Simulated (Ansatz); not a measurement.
I need a phonon calculation by linear response of KNbO3, space group P4mm. Use Ansatz 0.2.0, Python API. Use: PBEsol, PAW, cutoff 558 eV, 4×4×4 k-points, fixed occupations.

Contents of `POSCAR_knbo3`:
```text
KNbO3
1.0
   3.99600000    0.00000000    0.00000000
   0.00000000    3.99600000    0.00000000
   0.00000000    0.00000000    4.06300000
K Nb O
1 1 3
Direct
   0.00000000    0.00000000    0.01800000
   0.50000000    0.50000000    0.50000000
   0.50000000    0.50000000    0.04400000
   0.50000000    0.00000000    0.54000000
   0.00000000    0.50000000    0.54000000
```

The script, `knbo3_dfpt.py`:
```python
from pathlib import Path

import ansatz as az
from ase.io import read
import numpy as np


def main() -> None:
    atoms = read("POSCAR_knbo3", format="vasp")
    system = az.Crystal.from_ase(atoms)

    job = (
        system.calculation()
        .functional("PBEsol")
        .pseudopotentials("paw")
        .basis(41 * az.Ry)
        .occupations("fixed")
        .kpoints(4, 4, 4)
        .phonons("dfpt", dielectric=True, lo_to_directions=[(0, 0, 1)])
    )
    done = job.run(runs_dir="runs")
    ph = done.phonons

    print("Gamma modes (1/cm):", " ".join(f"{w:.1f}" for w in ph.gamma_omega_inv_cm))
    print("in meV:", " ".join(f"{w * 0.1239842:.2f}" for w in ph.gamma_omega_inv_cm))
    field = done.phonons_dielectric
    print("eps_inf diagonal:", np.round(np.diag(field.eps_inf), 3))
    for site, z in zip(done.lattice.sites, field.zstar_e):
        print(f"Born charge {site.symbol:2s}", np.round(np.diag(z), 3) + 0.0)
    rows = (Path(done.output_folder) / "results" / "optical_modes.tsv").read_text().splitlines()
    for line in rows:
        if not line.startswith("#"):
            print("  ".join(f"{float(v):.3f}" for v in line.split()[:8]))


if __name__ == "__main__":
    main()
```

```console
$ python knbo3_dfpt.py
DeckWarning: phonons.dielectric: true without phonons.rigid_motions: the static dielectric tensor ε⁰ will be withheld (ε∞, Z* and the rows of modes are given); for a crystal or a slab, whose only rigid motions are the translations, set phonons.rigid_motions: translations
RunWarning: field response: ε∞ stands inside a basis, on 8×8×8 points; the force constants stand on the 4×4×4 k-mesh, whose period is 10.12 times the interband length at k = (0.0000, 0.0000, 0.0000), direct gap 2.385 eV, under 14: take them and everything formed from them as unconverged, and compare with a denser kpoints.mp_grid
Gamma modes (1/cm): -194.8 -194.8 0.0 0.0 0.0 172.1 174.7 174.7 247.9 247.9 276.3 316.6 471.4 471.4 594.7
in meV: -24.16 -24.16 0.00 0.00 0.00 21.33 21.66 21.66 30.74 30.74 34.25 39.26 58.44 58.44 73.74
eps_inf diagonal: [6.139 6.139 4.994]
Born charge K  [1.139 1.139 1.19 ]
Born charge Nb [9.107 9.107 7.007]
Born charge O  [-1.53  -1.53  -5.385]
Born charge O  [-1.738 -6.978 -1.406]
Born charge O  [-6.978 -1.738 -1.406]
0.000  0.000  0.000  -194.836  2.000  157.596  3.415  0.000
0.000  0.000  0.000  172.059  1.000  1.220  0.000  0.000
0.000  0.000  0.000  174.705  2.000  2.984  0.065  0.000
0.000  0.000  0.000  247.948  2.000  0.757  0.016  0.000
0.000  0.000  0.000  276.274  1.000  0.000  0.000  -0.000
0.000  0.000  0.000  316.648  1.000  23.527  0.000  -0.000
0.000  0.000  0.000  471.375  2.000  37.293  0.808  0.000
0.000  0.000  0.000  594.739  1.000  35.798  0.000  0.000
0.000  0.000  1.000  -194.836  2.000  157.596  3.415  0.000
0.000  0.000  1.000  174.705  2.000  2.984  0.065  0.000
0.000  0.000  1.000  177.813  1.000  0.075  0.000  -0.000
0.000  0.000  1.000  247.948  2.000  0.757  0.016  0.000
0.000  0.000  1.000  276.274  1.000  0.000  0.000  -0.000
0.000  0.000  1.000  412.170  1.000  3.862  0.000  0.000
0.000  0.000  1.000  471.375  2.000  37.293  0.808  0.000
0.000  0.000  1.000  825.015  1.000  56.607  0.000  -0.000
```
(Warnings from the package without file and line.)

Reading the output:
- Absolute energies stand on the zero of these potentials, so only differences at equal settings mean something. A total without «per atom» is that of the cell as typed.
- No spin polarisation was allowed.
- The cell isn't relaxed first, so the values belong to this volume.
- A negative frequency stands for an imaginary mode.
- The mesh doesn't settle the field response to the digits printed.
- The starting cell is as deposited in a crystallographic database; the results hold for this polymorph, which needn't be the stable one.
- The structure is taken as given; imaginary modes can come from an unrelaxed or unstable start.
- Finished in 2.6 min on 1 thread of Intel(R) Xeon(R) Processor @ 2.30GHz (shared host), peak memory 0.97 GiB.
